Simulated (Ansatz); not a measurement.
# Ta2NOS MXene monolayer in a perpendicular field, part 2 of 2

Wanted: the out-of-plane response of the Ta2NOS MXene monolayer. A positive field points along +c.

Ansatz 0.2.0; plane-wave DFT, PBE-D3(BJ), Ansatz PAW (set soft_1); PAW set soft_1.

So far. Step 2 (Relaxing the slab): The lattice constant a goes from 3.155 to 3.191 Å.

## 3. Atoms held, field 0

A sawtooth potential applies the field, turning back in the middle of the vacuum. With the dipole correction the typed value is the field outside the slab. The induced dipole is small, so the SCF threshold is tight.

The cell differs from the one that the last finished run ended in (c 42.033 → 23.021 Å).

Contents of input.yaml:

```yaml
crystal:
  lattice:
    - [3.1907417082, 0.0, 0.0]
    - [-1.5953708541, 2.7632633762, 0.0]
    - [0.0, 0.0, 23.0209626781]
  atoms:
    - { symbol: S, position: [0.3333333333, 0.6666666667, 0.3909480297] }
    - { symbol: Ta, position: [0.6666666667, 0.3333333333, 0.4613865278] }
    - { symbol: "N", position: [0.0, 0.0, 0.515225965] }
    - { symbol: Ta, position: [0.3333333333, 0.6666666667, 0.563464845] }
    - { symbol: O, position: [0.6666666667, 0.3333333333, 0.6090519703] }
kpoints:
  mp_grid: { grid: [18, 18, 1] }
  band_path:
    path: [[0, 0, 0], [0.5, 0, 0], [0.33333333, 0.33333333, 0], [0, 0, 0]]
    npoints: 16
hamiltonian:
  xc: pbe
  dispersion: d3bj
  pseudopotentials: { kind: paw, azcp: { folder: soft_1 } }
scf:
  occupations: { method: fermi_dirac, width: 0.02585 }
  convergence: { dr2_threshold: 1.0e-10 }
efield:
  axis: 3
  dipole_correction: true
  ramp_position: 0.97
  ramp_width: 0.06
  amplitude: 0
output:
  dos: { projected: true, e_range: [-6, 5] }
  write_potential: true
  write_density: true
  volumetric_format: npy
  elf: true
```

Command:

```sh
ansatz run input.yaml --threads 2 --pin off --max-ram 3072MiB --backend cpu --events-out ev --progress --plain --runs-dir out
```

Numbers of over 12 decimals in the logs are rounded to 6 here.

The log of the run:

```text
[...]
Crystal: 5 atoms, lattice volume = 202.973 Å³
Basis set: ecut = 420 eV, 4013 PW (Γ)
Bands: 27, of which v1, the nominal top of the filled ones, is band 22 counted from 1 (21 counted from 0)
Symmetry: 6 space group operations
[...]
k-points: 37 of 324 (time reversal used)
[...]
SCF iter   1: F=—  HF=-21729.785667 eV  |F-HF|=—  |Δ(HF+E_count)|=         —  Δρ=7.64e-2  dr2=1.43e1  ethr=3.10e-3  p=-0.000 e·Å  D=-1.10e-6 V/Å  ΔV_dip=0.00 eV  dr2_dipole=7.12e-3  V_vac-E_F(+/−)=6.33/6.33 eV  ⟨swp⟩=10.4  Hψ=6413  notcnv=0
efield: sawtooth ramp at fractional position 0.9700 (set: `efield.ramp_position`, or a place that a band, a saddle search or an elastic batch's reference lends), width 0.0600; the density the first Hamiltonian is built on has a dipole p = -0.000 e·Å; the dipole correction subtracts the counter field D = -1.10e-6 V/Å, which shifts the + side's vacuum level by +0.00 eV against the − side's; the planar-averaged density in the ramp window peaks in size at 2.7e-6 e/Å³
[...]
SCF iter   2: F=—  HF=-21729.592280 eV  |F-HF|=—  |Δ(HF+E_count)|=   1.93e-1  Δρ=9.60e-2  dr2=1.69e1  ethr=3.10e-3  p=-0.004 e·Å  D=-3.76e-3 V/Å  ΔV_dip=0.09 eV  dr2_dipole=1.20e-1  V_vac-E_F(+/−)=3.89/3.81 eV  ⟨swp⟩=5.1  Hψ=3235  notcnv=0  defer=27
[...]
SCF iter  13: F=-21726.002119 eV  HF=-21726.002119 eV  |F-HF|=1.46e-11  |Δ(HF+E_count)|=  2.91e-11  Δρ=8.72e-8  dr2=1.07e-11  ethr=1.00e-12  p=0.002 e·Å  D=1.41e-3 V/Å  ΔV_dip=-0.03 eV  dr2_dipole=9.20e-13  V_vac-E_F(+/−)=5.04/5.07 eV  ⟨swp⟩=10.6  Hψ=3626  notcnv=0
SCF 1 converged in 13 iterations: F = -21726.002119 eV  dr2 = 1.07e-11
[...]
NSCF: frozen V_eff on 49 k-points
efield: sawtooth ramp at fractional position 0.9700 (kept from the solve that this one continues, or follows in the run), width 0.0600; the density the first Hamiltonian is built on has a dipole p = 0.002 e·Å; the dipole correction subtracts the counter field D = 1.41e-3 V/Å, which shifts the + side's vacuum level by -0.03 eV against the − side's; the planar-averaged density in the ramp window peaks in size at 3.2e-6 e/Å³
WARN: The output density's exchange-correlation potential varies sharply where the density is thin. Do not read a vacuum level from v_tot or v_xc, or from such a field of the output density. On a cell that repeats whose density bears no net charge and no dipole along the vacuum's axis use v_es (v_loc + v_h of the components); under efield.dipole_correction with no amplitude use v_es + v_field, which holds any externa [...]
SCF converged after 13 iterations
Free energy (F): -21726.002119 eV
[...]
Internal energy: -21726.000601 eV  (E = F + TS)
E sigma→0 (E₀):  -21726.001360 eV
Entropy (-TS):   -0.001519 eV (-0.304 meV/atom)
Fermi energy:    1.520872 eV
Dipole field:    D = 0.001407 V/Å  (p = 0.001579 e·Å, saw-weighted, corrected)
Work function:   Φ+ = 5.0405 eV   Φ− = 5.0729 eV
Levels:          The Fermi level and band energies are counted from a zero that moves with the ramp; work functions are not
[...]
--- Band table (eV; the first three rows and the last of 37) ---
  k-point 0: bands = [... 18 lower, -0.1486, -0.1486, 0.3656, 0.3656, 0.8882, 2.4750, 2.9381, 2.9381, ... 1 higher]
  k-point 1: bands = [... 18 lower, -0.4711, -0.3280, 0.4236, 0.5989, 1.0062, 2.5054, 2.9737, 3.0192, ... 1 higher]
  k-point 2: bands = [... 18 lower, -0.8781, -0.5554, 0.2212, 0.9703, 1.3158, 2.6118, 3.1113, 3.2023, ... 1 higher]
  k-point 36: bands = [... 18 lower, -2.8966, -2.3568, 1.0850, 1.8102, 2.0691, 3.7552, 4.1100, 4.4547, ... 1 higher]
```

Elapsed: 23 s, on 2 threads of Arm Neoverse V1, shared host; peak memory 0.53 GiB.

Numbers from this step:

- energy at zero smearing: -21726.0014 eV
- work function, upper face: 5.040 eV
- work function, lower face: 5.073 eV
- dipole along the normal: 0.001579 e·Å
- step between the vacuum levels: -0.03244 eV

Running mean over a fixed 2.7 Å (it still follows the layers) of the planar mean; the ramp of the sawtooth is left out. The electron's electrostatic potential energy less the Fermi level by z:

```
z (Å)  electron's electrostatic potential energy less the Fermi level (eV)
  3.5                                                                 5.07
  4.0                                                                 5.07
  4.5                                                                 5.07
  5.0                                                                 5.07
  5.5                                                                 5.07
  6.0                                                                 5.04
  6.5                                                                 4.91
  7.0                                                                 4.28
  7.5                                                                 2.29
  8.0                                                               -0.240
  8.5                                                                -2.49
  9.0                                                                -5.52
  9.5                                                                -9.28
 10.0                                                                -11.2
 10.5                                                                -11.6
 11.0                                                                -12.3
 11.5                                                                -13.6
 12.0                                                                -13.9
 12.5                                                                -13.3
 13.0                                                                -12.6
 13.5                                                                -10.4
 14.0                                                                -7.14
 14.5                                                                -3.01
 15.0                                                                0.670
 15.5                                                                 3.37
 16.0                                                                 4.75
 16.5                                                                 4.99
 17.0                                                                 5.03
 17.5                                                                 5.04
 18.0                                                                 5.04
 18.5                                                                 5.04
 19.0                                                                 5.04
 19.5                                                                 5.04
```

The density of states has structure finer than the step of the table below, so its rows give means over 0.25 eV, whole bins alone (the curve runs from -6 to 1.99 eV). Peaks (eV: height): -5.450: 6.73, -5.120: 9.32, -4.760: 9.08, -4.370: 6.40, -3.520: 5.62, 1.330: 5.95, 1.690: 8.33.

Density of states against energy, zero at the Fermi level; means over each step:

energy (eV), density of states (states/eV a cell) and a bar from the least value:
```
    -5.75       0.56 
    -5.50       4.49 ########################
    -5.25       5.49 ##############################
    -5.00       4.72 #########################
    -4.75       4.85 ##########################
    -4.50       2.18 ##########
    -4.25       2.24 ##########
    -4.00       1.41 #####
    -3.75       2.43 ###########
    -3.50       3.44 ##################
    -3.25       1.63 #######
    -3.00       1.69 #######
    -2.75       1.83 ########
    -2.50       1.97 #########
    -2.25       1.87 ########
    -2.00       1.49 ######
    -1.75       1.35 #####
    -1.50       1.40 #####
    -1.25       1.68 #######
    -1.00       1.20 ####
    -0.75       1.15 ####
    -0.50       1.40 #####
    -0.25       1.19 ####
     0.00       1.24 ####
     0.25       1.43 #####
     0.50       1.25 ####
     0.75       1.43 #####
     1.00       2.77 #############
     1.25       4.00 #####################
     1.50       3.92 ####################
     1.75       4.66 #########################
```

Projected DOS per atom over height of the atomic layer and energy from the Fermi level. Layers: S Ta N Ta O from below.

Values in states/eV, 22 rows by 5 columns, each cell a mean:
```
0.15 1.08 0.34 2.12 0.15
0.16 1.19 0.37 2.27 0.17
0.15 0.86 0.34 1.51 0.13
0.08 0.43 0.14 0.65 0.08
0.12 0.46 0.11 0.56 0.10
0.13 0.44 0.09 0.45 0.10
0.17 0.42 0.08 0.42 0.10
0.23 0.36 0.11 0.46 0.10
0.25 0.44 0.10 0.43 0.12
0.30 0.52 0.09 0.42 0.16
0.40 0.44 0.08 0.28 0.16
0.75 0.56 0.08 0.20 0.12
1.03 0.59 0.08 0.11 0.10
1.07 0.43 0.09 0.05 0.07
1.12 0.30 0.16 0.04 0.13
1.63 0.48 0.38 0.09 0.55
0.75 0.36 0.10 0.04 0.21
0.75 0.40 0.24 0.12 0.75
0.81 0.60 0.48 0.32 1.98
0.61 0.57 0.60 0.69 3.57
1.54 0.79 0.26 0.39 1.13
0.07 0.08 0.07 0.11 0.27
```
Columns: height of the atomic layer (Å) from 9 to 14.0 (not evenly spaced); rows upwards: energy from the Fermi level (eV) from -5.96 to 1.96.

Electronic bands along the path, in eV, zero at the Fermi level:

```
  point  band 18  band 19  band 20  band 21  band 22  band 23  band 24  band 25
      Γ    -3.48    -1.67    -1.67    -1.16    -1.16    -0.63     0.95     1.42
halfway    -4.41    -3.25    -2.33    -2.04     0.33     0.52     1.25     2.42
      M    -4.98    -3.51    -2.50    -2.44     0.98     1.55     1.76     3.12
halfway    -4.72    -4.11    -3.35    -1.44     0.91     1.24     1.72     2.90
      K    -4.88    -4.42    -3.88    -0.44     0.29     0.55     2.23     2.59
halfway    -4.26    -3.63    -2.86    -1.05    -0.81     1.41     1.83     2.01
      Γ    -3.48    -1.67    -1.67    -1.16    -1.16    -0.63     0.95     1.42
```

ELF in the ca plane at fractional y = 0.333, with atoms of Ta and O within 0.2 Å of it. It is the smooth field of the valence electrons, not physical close to the nuclei.

Ten even steps from '0' (0.00) to '9' (0.83), each cell a mean:
```
00000000000000001245652476323211489863100000
00000000000000000011225877722224888996200000
00000000000000000001116724832225965996310000
00000000000000000012324878722214899985200000
00000000000000001356753455223211378753100000
00000000000000024789986322355323222210000000
00000000000000025899997423565334210000000000
00000000000000014688985222355322123310000000
```
Columns run along c (16.0 Å, from fractional 0.08 to 0.77 of the cell), rows up along a (3.2 Å). Atoms in or near the plane, at fractional coordinates: Ta at (0.46, 0.67), O at (0.61, 0.67).

Valence density in the ca plane at fractional y = 0.333, with atoms of Ta and O within 0.2 Å of it. It is the smooth field of the valence electrons, not physical close to the nuclei.

Ten steps, logarithmic in the rise over the least value, from '0' (0.0 e/Å³) to '9' (7.2 e/Å³), each cell a mean:
```
00000000000000000122334676533333455420000000
00000000000000000012236888743224688741000000
00000000000000000011236888853224799841000000
00000000000000000012235888743224688631000000
00000000000000000123334566433333455320000000
00000000000000000234443333344444432100000000
00000000000000001234443333344455421100000000
00000000000000000134443333344444432210000000
```
Columns run along c (16.0 Å, from fractional 0.08 to 0.77 of the cell), rows up along a (3.2 Å). Atoms in or near the plane, at fractional coordinates: Ta at (0.46, 0.67), O at (0.61, 0.67).

Electrostatic potential energy in the ca plane at fractional y = 0.333, with atoms of Ta and O within 0.2 Å of it. With pseudopotentials it is smooth inside the atoms' cores, unlike the true potential.

Values in eV, 5 rows by 16 columns, each cell a mean:
```
  7   7   7   7   7   6   5   1 -24 -25  -2  -4 -13   6   7   7
  7   7   7   7   7   6   6   0 -35 -36  -2  -7 -37   3   7   7
  7   7   7   7   7   6   5   1 -24 -25  -2  -4 -14   6   7   7
  7   7   7   7   7   6   3  -3  -3  -3  -5 -14   0   6   7   7
  7   7   7   7   7   6   3  -3  -3  -3  -5 -13   0   6   7   7
```
Columns run along c (16.0 Å, from fractional 0.08 to 0.77 of the cell; values clipped at the 3rd and 97th percentile), rows up along a (3.2 Å). Atoms in or near the plane, at fractional coordinates: Ta at (0.46, 0.67), O at (0.61, 0.67).

The work function of the upper face is 5.04 eV.

## 4. Atoms held, field 0.1 V/Å

input.yaml: that of step 3 with these lines changed.

```diff
@@ -26,7 +26,6 @@
   dipole_correction: true
-  ramp_position: 0.97
-  ramp_width: 0.06
-  amplitude: 0
+  ramp_position: 0.9288
+  ramp_width: 0.1255
+  amplitude: 0.1
 output:
-  dos: { projected: true, e_range: [-6, 5] }
   write_potential: true
@@ -34,2 +33 @@
   volumetric_format: npy
-  elf: true
```

The log of the run:

```text
[...]
Crystal: 5 atoms, lattice volume = 202.973 Å³
Basis set: ecut = 420 eV, 4013 PW (Γ)
Bands: 27, of which v1, the nominal top of the filled ones, is band 22 counted from 1 (21 counted from 0)
Symmetry: 6 space group operations
[...]
k-points: 37 of 324 (time reversal used)
[...]
k-point 0: bands = [... 18 lower, -0.1550, -0.1550, 0.3603, 0.3603, 0.8809, 2.4697, 2.9344, 2.9344, ... 1 higher]
  k-point 1: bands = [... 18 lower, -0.4787, -0.3351, 0.4184, 0.5942, 0.9998, 2.4990, 2.9700, 3.0168, ... 1 higher]
  k-point 2: bands = [... 18 lower, -0.8875, -0.5635, 0.2157, 0.9662, 1.3106, 2.6040, 3.1076, 3.2022, ... 1 higher]
  k-point 36: bands = [... 18 lower, -2.9089, -2.3731, 1.0808, 1.8060, 2.0675, 3.7522, 4.1031, 4.4517, ... 1 higher]
[key lines of the parts left out:]
SCF converged after 13 iterations
Free energy (F): -21726.003857 eV
Fermi energy:    1.516769 eV
Dipole field:    D = 0.029569 V/Å  (p = 0.033168 e·Å, saw-weighted, corrected)
```

Elapsed: 22 s, on 2 threads; peak memory 0.51 GiB; 44 s of CPU time.

The dipole is 0.0332 e·Å, 0.0316 e·Å from its value without field.

## 5. Single point, field -0.1 V/Å

input.yaml: that of step 4 with these lines changed.

```diff
@@ -28,3 +28,3 @@
   ramp_width: 0.1255
-  amplitude: 0.1
+  amplitude: -0.1
 output:
```

The log of the run:

```text
[...]
Crystal: 5 atoms, lattice volume = 202.973 Å³
Basis set: ecut = 420 eV, 4013 PW (Γ)
Bands: 27, of which v1, the nominal top of the filled ones, is band 22 counted from 1 (21 counted from 0)
Symmetry: 6 space group operations
[...]
k-points: 37 of 324 (time reversal used)
[...]
k-point 0: bands = [... 18 lower, -0.1435, -0.1435, 0.3697, 0.3697, 0.8944, 2.4789, 2.9407, 2.9407, ... 1 higher]
  k-point 1: bands = [... 18 lower, -0.4647, -0.3222, 0.4277, 0.6025, 1.0114, 2.5104, 2.9763, 3.0205, ... 1 higher]
  k-point 2: bands = [... 18 lower, -0.8698, -0.5485, 0.2254, 0.9733, 1.3198, 2.6182, 3.1139, 3.2012, ... 1 higher]
  k-point 36: bands = [... 18 lower, -2.8852, -2.3415, 1.0880, 1.8132, 2.0695, 3.7571, 4.1158, 4.4566, ... 1 higher]
[key lines of the parts left out:]
SCF converged after 13 iterations
Free energy (F): -21726.003540 eV
Fermi energy:    1.523787 eV
Dipole field:    D = -0.026734 V/Å  (p = -0.029987 e·Å, saw-weighted, corrected)
```

Run time: 22 s. Hardware: 2 threads; peak memory 0.51 GiB; 44 s of CPU time.

The dipole is -0.0300 e·Å, -0.0316 e·Å from its value without field.

## 6. Response, atoms held

This step: plane-wave DFT, PBE-D3(BJ), Ansatz PAW (set soft_1); response to a field along the normal, atoms held; PAW set soft_1 (Ansatz 0.2.0).

The dipoles give the slope, and the difference of two potentials shows where the field is screened.

Numbers from this step:

```
equivalent conductor thickness p/(ε₀AE) : 6.481 Å
distance between the outer atoms        : 5.021 Å
```

Dipole of the cell against applied field:

```
applied field (V/Å)  dipole of the cell (e·Å)
            -0.1000                   -0.0300
             0.0000                   0.00158
             0.1000                    0.0332
```

Local field over the applied field, running mean. From the potentials at -0.1 and 0.1 V/Å; running mean over 2.5 Å. Table of local field over applied field by z:

z (Å), local field over applied field and a bar:
```
      4.5      0.999 ##############################
      5.0      0.997 ##############################
      5.5      0.991 ##############################
      6.0      0.974 #############################
      6.5      0.927 ############################
      7.0      0.827 #########################
      7.5      0.671 ####################
      8.0      0.494 ###############
      8.5      0.314 #########
      9.0      0.168 #####
      9.5      0.080 ##
     10.0      0.040 #
     10.5      0.021 
     11.0      0.019 
     11.5      0.020 
     12.0      0.023 
     12.5      0.041 #
     13.0      0.091 ##
     13.5      0.181 #####
     14.0      0.319 #########
     14.5      0.486 ##############
     15.0      0.661 ####################
     15.5      0.811 ########################
     16.0      0.920 ############################
     16.5      0.973 #############################
     17.0      0.992 ##############################
     17.5      0.998 ##############################
     18.0      0.999 ##############################
     18.5      1.000 ##############################
```

Electrons, planar mean, per unit field. The induced electron density by z:

```
z (Å)  induced electron density (e/Å³ per V/Å)
 4.03                                   1.1e-6
 4.46                                   3.2e-6
 4.89                                   9.0e-6
 5.18                                   1.8e-5
 5.61                                   4.8e-5
 6.04                                   1.3e-4
 6.47                                   3.3e-4
 6.91                                   7.9e-4
 7.19                                  0.00136
 7.63                                  0.00273
 8.06                                  0.00377
 8.49                                  0.00229
 8.92                                   9.0e-4
 9.35                                   8.1e-4
 9.64                                  -5.1e-5
10.07                                  -8.3e-4
10.50                                   6.3e-4
10.94                                   3.5e-4
11.37                                   2.4e-4
11.65                                  -8.5e-5
12.09                                  -4.7e-4
12.52                                  -3.4e-4
12.95                                  -3.0e-4
13.38                                  -1.2e-4
13.67                                 -0.00164
14.10                                 -0.00170
14.53                                 -0.00343
14.96                                 -0.00285
15.40                                 -0.00136
15.83                                  -5.4e-4
16.11                                  -2.8e-4
16.55                                  -9.8e-5
16.98                                  -3.3e-5
17.41                                  -1.1e-5
17.84                                  -3.5e-6
18.13                                  -1.7e-6
18.56                                  -5.5e-7
18.99                                  -1.9e-7
```

By hand: between -0.1 and 0.1 V/Å the dipole changes by 0.06316 e·Å, a slope of 0.3158 e·Å²/V. A perfect conductor of thickness t has p = ε₀AEt, so t = 180.95 × 0.3158 / 8.817 = 6.48 Å (e/ε₀ = 180.95 V·Å, A in Å²).

The induced dipole is that of a conductor 6.48 Å thick.

## 7. What came out

```yaml
gap_without_field: none
work_function_upper_face: 5.04 eV
step_between_the_vacuum_levels: -0.0324 eV
equivalent_conductor_thickness_atoms_held: 6.48 Å
```

What this shows: The induced dipole equals that of a perfect conductor 6.48 Å thick, while the outer atoms lie 5.02 Å apart. The two faces differ: the vacuum level above lies 0.03 eV lower than the one below. There is no gap over 0.03 eV, with or without the field. The first relaxation ran with spin and lost its moment, and the later runs have none; other magnetic states were not tried. Spin-orbit coupling is left out, which matters for the bands of elements this heavy. The MXene's terminations sit over the metal atoms of its far layer; the site over carbon or nitrogen, which some compounds prefer, was not run.

[Logs are printed without paths, hosts, clocks, repeated set-up lines and the standing remarks that a program may print on its own settings, such as how far it seeks lower states.]

[Hosts, paths, dates, database ids (printed as entryN), source tags and the programs' standing remarks are cut or masked in the printed files.]

[Maps of the electrostatic potential energy from Ansatz leave out the sawtooth potential of an applied field or a dipole correction, so their vacuum need not be flat; planar profiles and work functions include it.]

[The density of states shown here was stored with 400 of the rows of the run's finer table, so its peaks can read low, often by over a quarter, or be missed, and its means over a window can be off by a tenth or more.]
